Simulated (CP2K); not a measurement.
CdS in CP2K: the effect of pseudo set

CdS:

```
Cd S
1.0
     4.26117    0.00000    0.00000
    -2.13058    3.69028    0.00000
     0.00000    0.00000    5.80417
Cd S
1 1
Cartesian
  0.0000 0.0000 2.5695
  2.1306 1.2301 2.5208
```

Measurements of this composition are mostly on another form, of space group No. 186.

Alike in all runs:

| Item | Value |
| --- | --- |
| Program | CP2K 2026.2 |
| Task | single point |
| Functional | PBE |
| Density cutoff | 6123 eV |
| k mesh | 7 × 7 × 5 |
| Occupations | fermi-dirac, width 0.05 eV |
| Spin | no spin polarisation |

| pseudo set | gap on the mesh (eV) | pressure (GPa) |
| --- | --- | --- |
| PBE | 1.48 | 0.3 |
| PADE | 1.44 | -0.1 |
| BLYP | 1.48 | 0.4 |
| SCAN | ? | ? |
| PBE0 | 1.56 | 0.4 |

**Question.** What does the run with pseudo set SCAN give?

**Answer.** gap on the mesh 1.68 eV; pressure 1.1 GPa.

Caveats: an odd mesh through Γ misses points on the zone boundary, where band edges often lie; the basis of atomic orbitals isn't converged, which shifts pressures, moduli and gaps; the potentials were made for another functional, which shifts forces and pressure (some runs).
